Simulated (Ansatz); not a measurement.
# Residual resistivity of an alloy: Mo(100) with 4 layers of random Mo-Pd, 2x2

How strongly does chemical disorder scatter in Mo(100) with 4 layers of random Mo-Pd, 2x2?

Method: Ansatz plane-wave DFT, PBE, PAW files; ballistic transport by layer matching (Landauer), zero bias; PAW set soft_1, in Ansatz 0.2.0.

**1. Starting point**

The cell holds 56 atoms: 44 Mo and 12 Pd. Its edges and angles: a = 6.294 Å, b = 6.294 Å, c = 22.029 Å, α = 90.0°, β = 90.0°, γ = 90.0°. It derives from Mo. Regions: lead, 40 atoms (40 Mo); scattering region, 16 atoms (12 Pd and 4 Mo). The structure is stacked along c, and the current runs across the ab planes.

**2. With 4 alloy layers**

In 4 layers a share of 0.75 of the sites is given to Pd at random. The layers about the cell's end stay perfect and serve as the lead. Energies from -0.05 to 0.05 eV in steps of 0.05 eV are too few for the program's thermal sum, so it prints no conductance; for a metal the transmission near the Fermi level serves, at a fraction of the cost.

Contents of input.yaml:

```yaml
crystal:
  lattice:
    - [6.294, 0.0, 0.0]
    - [0.0, 6.294, 0.0]
    - [0.0, 0.0, 22.029]
  atoms:
    - { symbol: Mo, position: [0.0, 0.0, 0.0357142857] }
    - { symbol: Mo, position: [0.0, 0.5, 0.0357142857] }
    - { symbol: Mo, position: [0.5, 0.0, 0.0357142857] }
    - { symbol: Mo, position: [0.5, 0.5, 0.0357142857] }
    - { symbol: Mo, position: [0.25, 0.25, 0.1071428571] }
    - { symbol: Mo, position: [0.25, 0.75, 0.1071428571] }
    - { symbol: Mo, position: [0.75, 0.25, 0.1071428571] }
    - { symbol: Mo, position: [0.75, 0.75, 0.1071428571] }
    - { symbol: Mo, position: [0.0, 0.0, 0.1785714286] }
    - { symbol: Mo, position: [0.0, 0.5, 0.1785714286] }
    - { symbol: Mo, position: [0.5, 0.0, 0.1785714286] }
    - { symbol: Mo, position: [0.5, 0.5, 0.1785714286] }
    - { symbol: Mo, position: [0.25, 0.25, 0.25] }
    - { symbol: Mo, position: [0.25, 0.75, 0.25] }
    - { symbol: Mo, position: [0.75, 0.25, 0.25] }
    - { symbol: Mo, position: [0.75, 0.75, 0.25] }
    - { symbol: Mo, position: [0.0, 0.0, 0.3214285714] }
    - { symbol: Mo, position: [0.0, 0.5, 0.3214285714] }
    - { symbol: Mo, position: [0.5, 0.0, 0.3214285714] }
    - { symbol: Mo, position: [0.5, 0.5, 0.3214285714] }
    - { symbol: Pd, position: [0.25, 0.25, 0.3928571429] }
    - { symbol: Mo, position: [0.25, 0.75, 0.3928571429] }
    - { symbol: Pd, position: [0.75, 0.25, 0.3928571429] }
    - { symbol: Pd, position: [0.75, 0.75, 0.3928571429] }
    - { symbol: Pd, position: [0.0, 0.0, 0.4642857143] }
    - { symbol: Mo, position: [0.0, 0.5, 0.4642857143] }
    - { symbol: Pd, position: [0.5, 0.0, 0.4642857143] }
    - { symbol: Pd, position: [0.5, 0.5, 0.4642857143] }
    - { symbol: Pd, position: [0.25, 0.25, 0.5357142857] }
    - { symbol: Pd, position: [0.25, 0.75, 0.5357142857] }
    - { symbol: Mo, position: [0.75, 0.25, 0.5357142857] }
    - { symbol: Pd, position: [0.75, 0.75, 0.5357142857] }
    - { symbol: Pd, position: [0.0, 0.0, 0.6071428571] }
    - { symbol: Pd, position: [0.0, 0.5, 0.6071428571] }
    - { symbol: Mo, position: [0.5, 0.0, 0.6071428571] }
    - { symbol: Pd, position: [0.5, 0.5, 0.6071428571] }
    - { symbol: Mo, position: [0.25, 0.25, 0.6785714286] }
    - { symbol: Mo, position: [0.25, 0.75, 0.6785714286] }
    - { symbol: Mo, position: [0.75, 0.25, 0.6785714286] }
    - { symbol: Mo, position: [0.75, 0.75, 0.6785714286] }
    - { symbol: Mo, position: [0.0, 0.0, 0.75] }
    - { symbol: Mo, position: [0.0, 0.5, 0.75] }
    - { symbol: Mo, position: [0.5, 0.0, 0.75] }
    - { symbol: Mo, position: [0.5, 0.5, 0.75] }
    - { symbol: Mo, position: [0.25, 0.25, 0.8214285714] }
    - { symbol: Mo, position: [0.25, 0.75, 0.8214285714] }
    - { symbol: Mo, position: [0.75, 0.25, 0.8214285714] }
    - { symbol: Mo, position: [0.75, 0.75, 0.8214285714] }
    - { symbol: Mo, position: [0.0, 0.0, 0.8928571429] }
    - { symbol: Mo, position: [0.0, 0.5, 0.8928571429] }
    - { symbol: Mo, position: [0.5, 0.0, 0.8928571429] }
    - { symbol: Mo, position: [0.5, 0.5, 0.8928571429] }
    - { symbol: Mo, position: [0.25, 0.25, 0.9642857143] }
    - { symbol: Mo, position: [0.25, 0.75, 0.9642857143] }
    - { symbol: Mo, position: [0.75, 0.25, 0.9642857143] }
    - { symbol: Mo, position: [0.75, 0.75, 0.9642857143] }
kpoints:
  mp_grid: { grid: [4, 4, 1] }
hamiltonian:
  xc: pbe
  pseudopotentials: { kind: paw, azcp: { folder: soft_1 } }
scf:
  occupations: { method: fermi_dirac, width: 0.1 }
output:
  transmission: { leads: [[0, 4]], kmesh: [8, 8], e_range: [-0.05, 0.05], de: 0.05 }
  write_potential: true
  write_density: true
  volumetric_format: npy
```

On the command line:

```console
ansatz run input.yaml --threads 4 --pin off --max-ram 15360MiB --backend cpu --events-out ev --progress --plain --runs-dir out
```

Numbers of over 12 decimals in the logs are rounded to 6 here.

The log of the run:

```text
Engine: ansatz 0.2.0, aarch64-unknown-linux-gnu
Pseudopotentials: kind: paw
Pseudopotential: Mo, paw, valence charge 14, recommended cutoff 420 eV (normal), soft_1/Mo.paw.azcp
Pseudopotential: Pd, paw, valence charge 18, recommended cutoff 420 eV (normal), soft_1/Pd.paw.azcp
Functional definition: PBE
  parameter kappa = 0.804
  parameter beta = 0.066725
  exchange = pbe_x(kappa = kappa, mu = beta*pi^2/3)
  correlation = pbe_c(beta = beta)
Crystal: 56 atoms, lattice volume = 872.666 Å³
Basis set: ecut = 420 eV, 17109 PW (Γ)
Bands: 500, of which v1, the nominal top of the filled ones, is band 416 counted from 1 (415 counted from 0)
Symmetry: 4 space group operations
Space group: C2/m (ITA 12), of the structure as read, at distance tolerance 9.6e-5 Å
k-points: 7 of 16
Non-local potential: Mo, projectors of the file, l = 0: 3, l = 1: 2, l = 2: 2, l = 3: 1
Non-local potential: Pd, projectors of the file, l = 0: 2, l = 1: 2, l = 2: 2, l = 3: 1
PAW form: soft (Blöchl's): semilocal exchange-correlation on the pseudo side does not see the compensation charge
PAW one-centre angular grid: Mo, 590 points (default); XC on 64 Gauss nodes
PAW one-centre angular grid: Pd, 590 points (default); XC on 64 Gauss nodes
Initial density: superposition of atomic densities (chi_scale 0.1, normalization cell, long waves 14 % of neutral atoms (reshape's long-wave potential 1.14 eV rms, cloud 2.93 Å wide))
Initial wavefunctions: pseudopotential atomic-orbital guess
Functional: x = pbe(κ = 0.804, μ = 0.219515), c = pbe(β = 0.066725)
SCF iter   1: F=—  HF=-301994.568841 eV  |F-HF|=—  |Δ(HF+E_count)|=         —  Δρ=3.96e-1  dr2=3.35e4  ethr=3.10e-3  ⟨swp⟩=5.1  Hψ=13273  notcnv=0
preconditioner: auto → Kerker (q_TF=auto, 2.707 Å⁻¹)  [metal: Δε(μ)=0.004 eV  Ē_g=4.834 eV  σ=0.100 eV  W_gap=0.01  n_scr=294 (ndim 8)  ℏωp=24.6 eV  f_vac=0.000  D(μ)=72.99/eV (n_scr^D=862)]
SCF iter   2: F=—  HF=-301803.905170 eV  |F-HF|=—  |Δ(HF+E_count)|=    1.91e2  Δρ=1.92e-1  dr2=1.11e4  ethr=3.10e-3  ⟨swp⟩=3.1  Hψ=8090  notcnv=0
SCF iter   3: F=—  HF=-301747.231400 eV  |F-HF|=—  |Δ(HF+E_count)|=    5.67e1  Δρ=6.50e-2  dr2=5.66e1  ethr=3.10e-3  ⟨swp⟩=3.1  Hψ=7735  notcnv=0
SCF iter   4: F=—  HF=-301740.424556 eV  |F-HF|=—  |Δ(HF+E_count)|=    6.81e0  Δρ=3.45e-2  dr2=5.24e1  ethr=3.10e-3  ⟨swp⟩=2.0  Hψ=7525  notcnv=0
SCF iter   5: F=—  HF=-301739.005328 eV  |F-HF|=—  |Δ(HF+E_count)|=    1.42e0  Δρ=6.19e-3  dr2=5.17e0  ethr=3.10e-3  ⟨swp⟩=2.3  Hψ=6477  notcnv=0
SCF iter   6: F=—  HF=-301738.848326 eV  |F-HF|=—  |Δ(HF+E_count)|=   1.57e-1  Δρ=2.34e-3  dr2=8.95e-1  ethr=6.21e-4  ⟨swp⟩=2.0  Hψ=4542  notcnv=0
SCF iter   7: F=—  HF=-301738.828049 eV  |F-HF|=—  |Δ(HF+E_count)|=   2.03e-2  Δρ=1.10e-3  dr2=1.01e-1  ethr=1.08e-4  ⟨swp⟩=1.0  Hψ=3500  notcnv=0
SCF iter   8: F=—  HF=-301738.825670 eV  |F-HF|=—  |Δ(HF+E_count)|=   2.38e-3  Δρ=3.19e-4  dr2=5.61e-3  ethr=1.21e-5  ⟨swp⟩=1.1  Hψ=3504  notcnv=0
SCF iter   9: F=—  HF=-301738.825403 eV  |F-HF|=—  |Δ(HF+E_count)|=   2.67e-4  Δρ=9.88e-5  dr2=3.16e-4  ethr=6.75e-7  ⟨swp⟩=2.0  Hψ=4128  notcnv=0
SCF iter  10: F=—  HF=-301738.825363 eV  |F-HF|=—  |Δ(HF+E_count)|=   3.98e-5  Δρ=3.05e-5  dr2=6.36e-5  ethr=3.79e-8  ⟨swp⟩=2.0  Hψ=6448  notcnv=0
SCF iter  11: F=—  HF=-301738.824640 eV  |F-HF|=—  |Δ(HF+E_count)|=   7.23e-4  Δρ=1.13e-5  dr2=2.71e-6  ethr=7.64e-9  ⟨swp⟩=1.6  Hψ=3518  notcnv=0
SCF iter  12: F=—  HF=-301738.824640 eV  |F-HF|=—  |Δ(HF+E_count)|=   2.02e-7  Δρ=1.93e-6  dr2=1.20e-7  ethr=3.26e-10  ⟨swp⟩=2.0  Hψ=6451  notcnv=0
SCF iter  13: F=-301738.824640 eV  HF=-301738.824640 eV  |F-HF|=3.09e-9  |Δ(HF+E_count)|=   7.04e-9  Δρ=6.02e-7  dr2=4.39e-9  ethr=1.20e-11  ⟨swp⟩=7.1  Hψ=9782  notcnv=0
SCF 1 converged in 13 iterations: F = -301738.824640 eV  dr2 = 4.39e-9
  greatest PAW one-centre occupation: 0.999 electrons in one spin orbital (limit 2), on the Pd atom at site 29 (counted from 0), in its partial waves of l = 0
transmission: 90 of 882 steps passed
transmission: 177 of 882 steps passed
[...]
transmission: 882 of 882 steps passed
SCF converged after 13 iterations
Free energy (F): -301738.824640 eV
Harris-Foulkes:  -301738.824640 eV  (|F-HF|=3.09e-9)
Internal energy: -301737.295538 eV  (E = F + TS)
E sigma→0 (E₀):  -301738.060089 eV
Entropy (-TS):   -1.529102 eV (-27.305 meV/atom)
Fermi energy:    20.655447 eV
--- Per-component energies (eV) ---
  E_band       = -4240.439808
  E_kinetic    = 23952.385349
  E_local      = -67419.453969  (includes V_loc(G=0)·N_el)
  E_nonlocal   = 10958.862688
  E_hartree    = 26091.811035
  E_xc         = -9420.632667
  E_vxc        = -11775.379856  (∫ρ·V_xc dr)
  E_paw        = -187044.305438  (= ΣΔE_a)
  E_vpaw       = -12140.489404  (= ΣTr[D̂ρ^β])
  E_aug_tail   = 0.005008  (compensation charges beyond the density's cutoff)
  E_ewald      = -98855.967544
  E_smearing   = -1.529102  (= −TS)
  E_closure    = 0.000000  (closes the sum)
  Σ components = -301738.824640   (vs F -301738.824640, Δ=0.00e0)
--- Band table (eV; the first three rows and the last of 7) ---
  k-point 0: bands = [... 412 lower, 20.6926, 20.7077, 20.7435, 20.7510, 20.7953, 20.7966, 20.7984, 20.8035, ... 80 higher]
  k-point 1: bands = [... 412 lower, 20.5660, 20.6138, 20.6266, 20.6544, 20.6743, 20.7421, 20.7757, 20.8150, ... 80 higher]
  k-point 2: bands = [... 412 lower, 20.4199, 20.5103, 20.5411, 20.5517, 20.6180, 20.7110, 20.7767, 20.8360, ... 80 higher]
  k-point 6: bands = [... 412 lower, 20.3169, 20.4970, 20.5226, 20.6560, 20.7050, 20.7151, 20.9132, 21.0398, ... 80 higher]
--- Transmission ---
  basis      : 349 plane waves across, 42 finite elements along
  points     : 21, standing for a mesh of 8 x 8
  energies   : 3 from -0.050000 to 0.050000 eV about the Fermi level, 0.050000 eV apart; the leads are filled to 0.000000 eV, and channels, transmission and decay are at 0.000000 eV
  crystal 0  : Mo4, at the sites [0, 4], period 1.5735 Å, over 15.73 Å; its Hamiltonian steps by up to 19.6 meV
    offset         : up to 0.0000 Å between an atom of the period and one for which it stands
    channels       : 6.593750e0 a spin
    conductance    : none, the energies end too early or step too widely for 300 K: set another output.transmission.e_range or a lower de, or, where they end at an eighth of basis.ecutwfc, a higher one
    slowest decay  : 0.0479 /Å at (0.5000, 0.3750)
  junction   : crystal 0 to crystal 0, 0.70 to 21.15 Å
    transmission   : 2.365240e0 a spin
    conductance    : none, the energies end too early or step too widely for 300 K: set another output.transmission.e_range or a lower de, or, where they end at an eighth of basis.ecutwfc, a higher one
```

The job ended after 7.7 min (4 threads of Arm Neoverse V1, shared host; peak memory 7.9 GiB).

This step gave:

| Item | Value |
| --- | --- |
| free energy | -301738.8246 eV |
| energy at zero smearing | -301738.0601 eV |
| Fermi energy | 20.66 eV |
| cell area | 39.61 Å² |
| transmission per spin nearest the Fermi level | 2.365 |
| open channels per spin nearest the Fermi level | 6.594 |
| step of the lead's potential | 19.6 meV |

Per spin. The transmission, zone mean by energy, zero at the Fermi level:

```
energy (eV)  transmission, zone mean
    -0.0500                     2.27
     0.0000                     2.37
     0.0500                     2.26
```

Per spin. The open channels, zone mean, lead by energy, zero at the Fermi level:

```
energy (eV)  open channels, zone mean, lead
    -0.0500                            6.59
     0.0000                            6.59
     0.0500                            6.84
```

Transmission over k1 and k2. At 0.0000 eV from the Fermi level.

Values, 8 rows by 8 columns:
```
0.00 0.34 1.01 2.34 1.79 1.16 1.02 0.60
1.61 1.01 1.17 3.76 5.34 4.27 1.95 1.02
1.58 2.34 3.76 4.89 5.16 5.00 4.27 1.16
1.18 1.79 5.34 5.16 4.95 5.16 5.34 1.79
1.58 1.16 4.27 5.00 5.16 4.89 3.76 2.34
1.61 1.02 1.95 4.27 5.34 3.76 1.17 1.01
0.00 0.60 1.02 1.16 1.79 2.34 1.01 0.34
0.00 0.00 1.61 1.58 1.18 1.58 1.61 0.00
```
Columns: k1 (b1) from -0.5 to 0.375; rows upwards: k2 (b2) from -0.5 to 0.375.

Open channels over k1 and k2. At 0.0000 eV from the Fermi level.

Ten even steps from '_' (0.0) to '@' (15.0):
```
____..--==--..__
::..--##@@##--..
::--##@@@@@@##--
::==@@@@@@@@@@==
::--##@@@@@@##--
::..--##@@##--..
____..--==--..__
____::::::::::__
```
Columns: k1 (b1) from -0.5 to 0.375; rows upwards: k2 (b2) from -0.5 to 0.375.

Over the solved energies the transmission per spin lies between 2.26 and 2.37, out of 6.68 channels of the lead on average (up to 6.84).

**3. With 8 alloy layers**

In 8 layers a share of 0.75 of the sites is given to Pd at random. A fresh draw is used; the growth of the resistance with length is what counts.

System of this step: Mo(100) with 8 layers of random Mo-Pd, 2x2. The cell holds 72 atoms: 48 Mo and 24 Pd. Its edges and angles: a = 6.294 Å, b = 6.294 Å, c = 28.323 Å, α = 90.0°, β = 90.0°, γ = 90.0°. It derives from Mo. Regions: lead, 40 atoms (40 Mo); scattering region, 32 atoms (8 Mo and 24 Pd). The structure is stacked along c, and the current runs across the ab planes.

Contents of input.yaml:

```yaml
crystal:
  lattice:
    - [6.294, 0.0, 0.0]
    - [0.0, 6.294, 0.0]
    - [0.0, 0.0, 28.323]
  atoms:
    - { symbol: Mo, position: [0.0, 0.0, 0.0277777778] }
    - { symbol: Mo, position: [0.0, 0.5, 0.0277777778] }
    - { symbol: Mo, position: [0.5, 0.0, 0.0277777778] }
    - { symbol: Mo, position: [0.5, 0.5, 0.0277777778] }
    - { symbol: Mo, position: [0.25, 0.25, 0.0833333333] }
    - { symbol: Mo, position: [0.25, 0.75, 0.0833333333] }
    - { symbol: Mo, position: [0.75, 0.25, 0.0833333333] }
    - { symbol: Mo, position: [0.75, 0.75, 0.0833333333] }
    - { symbol: Mo, position: [0.0, 0.0, 0.1388888889] }
    - { symbol: Mo, position: [0.0, 0.5, 0.1388888889] }
    - { symbol: Mo, position: [0.5, 0.0, 0.1388888889] }
    - { symbol: Mo, position: [0.5, 0.5, 0.1388888889] }
    - { symbol: Mo, position: [0.25, 0.25, 0.1944444444] }
    - { symbol: Mo, position: [0.25, 0.75, 0.1944444444] }
    - { symbol: Mo, position: [0.75, 0.25, 0.1944444444] }
    - { symbol: Mo, position: [0.75, 0.75, 0.1944444444] }
    - { symbol: Mo, position: [0.0, 0.0, 0.25] }
    - { symbol: Mo, position: [0.0, 0.5, 0.25] }
    - { symbol: Mo, position: [0.5, 0.0, 0.25] }
    - { symbol: Mo, position: [0.5, 0.5, 0.25] }
    - { symbol: Mo, position: [0.25, 0.25, 0.3055555556] }
    - { symbol: Pd, position: [0.25, 0.75, 0.3055555556] }
    - { symbol: Pd, position: [0.75, 0.25, 0.3055555556] }
    - { symbol: Pd, position: [0.75, 0.75, 0.3055555556] }
    - { symbol: Pd, position: [0.0, 0.0, 0.3611111111] }
    - { symbol: Pd, position: [0.0, 0.5, 0.3611111111] }
    - { symbol: Pd, position: [0.5, 0.0, 0.3611111111] }
    - { symbol: Mo, position: [0.5, 0.5, 0.3611111111] }
    - { symbol: Pd, position: [0.25, 0.25, 0.4166666667] }
    - { symbol: Pd, position: [0.25, 0.75, 0.4166666667] }
    - { symbol: Pd, position: [0.75, 0.25, 0.4166666667] }
    - { symbol: Mo, position: [0.75, 0.75, 0.4166666667] }
    - { symbol: Pd, position: [0.0, 0.0, 0.4722222222] }
    - { symbol: Pd, position: [0.0, 0.5, 0.4722222222] }
    - { symbol: Mo, position: [0.5, 0.0, 0.4722222222] }
    - { symbol: Pd, position: [0.5, 0.5, 0.4722222222] }
    - { symbol: Pd, position: [0.25, 0.25, 0.5277777778] }
    - { symbol: Pd, position: [0.25, 0.75, 0.5277777778] }
    - { symbol: Pd, position: [0.75, 0.25, 0.5277777778] }
    - { symbol: Pd, position: [0.75, 0.75, 0.5277777778] }
    - { symbol: Mo, position: [0.0, 0.0, 0.5833333333] }
    - { symbol: Pd, position: [0.0, 0.5, 0.5833333333] }
    - { symbol: Mo, position: [0.5, 0.0, 0.5833333333] }
    - { symbol: Pd, position: [0.5, 0.5, 0.5833333333] }
    - { symbol: Pd, position: [0.25, 0.25, 0.6388888889] }
    - { symbol: Pd, position: [0.25, 0.75, 0.6388888889] }
    - { symbol: Pd, position: [0.75, 0.25, 0.6388888889] }
    - { symbol: Pd, position: [0.75, 0.75, 0.6388888889] }
    - { symbol: Pd, position: [0.0, 0.0, 0.6944444444] }
    - { symbol: Pd, position: [0.0, 0.5, 0.6944444444] }
    - { symbol: Mo, position: [0.5, 0.0, 0.6944444444] }
    - { symbol: Mo, position: [0.5, 0.5, 0.6944444444] }
    - { symbol: Mo, position: [0.25, 0.25, 0.75] }
    - { symbol: Mo, position: [0.25, 0.75, 0.75] }
    - { symbol: Mo, position: [0.75, 0.25, 0.75] }
    - { symbol: Mo, position: [0.75, 0.75, 0.75] }
    - { symbol: Mo, position: [0.0, 0.0, 0.8055555556] }
    - { symbol: Mo, position: [0.0, 0.5, 0.8055555556] }
    - { symbol: Mo, position: [0.5, 0.0, 0.8055555556] }
    - { symbol: Mo, position: [0.5, 0.5, 0.8055555556] }
    - { symbol: Mo, position: [0.25, 0.25, 0.8611111111] }
    - { symbol: Mo, position: [0.25, 0.75, 0.8611111111] }
    - { symbol: Mo, position: [0.75, 0.25, 0.8611111111] }
    - { symbol: Mo, position: [0.75, 0.75, 0.8611111111] }
    - { symbol: Mo, position: [0.0, 0.0, 0.9166666667] }
    - { symbol: Mo, position: [0.0, 0.5, 0.9166666667] }
    - { symbol: Mo, position: [0.5, 0.0, 0.9166666667] }
    - { symbol: Mo, position: [0.5, 0.5, 0.9166666667] }
    - { symbol: Mo, position: [0.25, 0.25, 0.9722222222] }
    - { symbol: Mo, position: [0.25, 0.75, 0.9722222222] }
    - { symbol: Mo, position: [0.75, 0.25, 0.9722222222] }
    - { symbol: Mo, position: [0.75, 0.75, 0.9722222222] }
kpoints:
  mp_grid: { grid: [4, 4, 1] }
hamiltonian:
  xc: pbe
  pseudopotentials: { kind: paw, azcp: { folder: soft_1 } }
scf:
  occupations: { method: fermi_dirac, width: 0.1 }
output:
  transmission: { leads: [[0, 4]], kmesh: [8, 8], e_range: [-0.05, 0.05], de: 0.05 }
  write_potential: true
  write_density: true
  volumetric_format: npy
```

The log of the run:

```text
[...]
Crystal: 72 atoms, lattice volume = 1122.000 Å³
Basis set: ecut = 420 eV, 21955 PW (Γ)
Bands: 663, of which v1, the nominal top of the filled ones, is band 552 counted from 1 (551 counted from 0)
Symmetry: 1 space group operations
[...]
k-points: 10 of 16 (time reversal used)
[...]
SCF iter   1: F=—  HF=-405437.170748 eV  |F-HF|=—  |Δ(HF+E_count)|=         —  Δρ=3.46e-1  dr2=3.99e4  ethr=3.10e-3  ⟨swp⟩=5.0  Hψ=24502  notcnv=0
[...]
SCF iter  13: F=-405237.154337 eV  HF=-405237.154337 eV  |F-HF|=2.27e-8  |Δ(HF+E_count)|=   1.11e-8  Δρ=7.80e-7  dr2=2.51e-8  ethr=9.06e-12  ⟨swp⟩=5.9  Hψ=15859  notcnv=0
SCF 1 converged in 13 iterations: F = -405237.154337 eV  dr2 = 2.51e-8
[...]
transmission: 192 of 1904 steps passed
transmission: 381 of 1904 steps passed
[...]
transmission: 1904 of 1904 steps passed
SCF converged after 13 iterations
Free energy (F): -405237.154337 eV
[...]
Internal energy: -405235.075134 eV  (E = F + TS)
E sigma→0 (E₀):  -405236.114736 eV
Entropy (-TS):   -2.079203 eV (-28.878 meV/atom)
Fermi energy:    20.346336 eV
[...]
--- Band table (eV; the first three rows and the last of 10) ---
  k-point 0: bands = [... 548 lower, 20.3400, 20.3870, 20.4025, 20.4521, 20.4934, 20.5462, 20.5947, 20.6232, ... 107 higher]
  k-point 1: bands = [... 548 lower, 20.2822, 20.3004, 20.3064, 20.3339, 20.3549, 20.3889, 20.4089, 20.4476, ... 107 higher]
  k-point 2: bands = [... 548 lower, 20.1676, 20.2454, 20.2641, 20.3076, 20.3283, 20.3482, 20.4132, 20.4617, ... 107 higher]
  k-point 9: bands = [... 548 lower, 20.1740, 20.2392, 20.2587, 20.3635, 20.3832, 20.4248, 20.4739, 20.4960, ... 107 higher]
--- Transmission ---
  basis      : 349 plane waves across, 56 finite elements along
  points     : 34, standing for a mesh of 8 x 8
[...]
channels       : 6.593750e0 a spin
[...]
slowest decay  : 0.0471 /Å at (0.3750, 0.5000)
  junction   : crystal 0 to crystal 0, 0.70 to 27.45 Å
    transmission   : 1.503394e0 a spin
[...]
```

It took 22 min on 4 threads; peak memory 8.4 GiB; 82 min of CPU time.

Numbers from this step:

- free energy: -405237.1543 eV
- energy at zero smearing: -405236.1147 eV
- Fermi energy: 20.35 eV
- transmission per spin nearest the Fermi level: 1.503
- step of the lead's potential: 13 meV

Per spin. Transmission, zone mean against energy, zero at the Fermi level:

```
energy (eV)  transmission, zone mean
    -0.0500                     1.54
     0.0000                     1.50
     0.0500                     1.57
```

Over the solved energies the transmission per spin lies between 1.50 and 1.57, out of 6.68 channels of the lead on average (up to 6.84).

[end of part 1 of 2]

[Logs are printed without paths, hosts, clocks, repeated set-up lines and the standing remarks that a program may print on its own settings, such as how far it seeks lower states.]

[Hosts, paths, dates, database ids (printed as entryN), source tags and the programs' standing remarks are cut or masked in the printed files.]
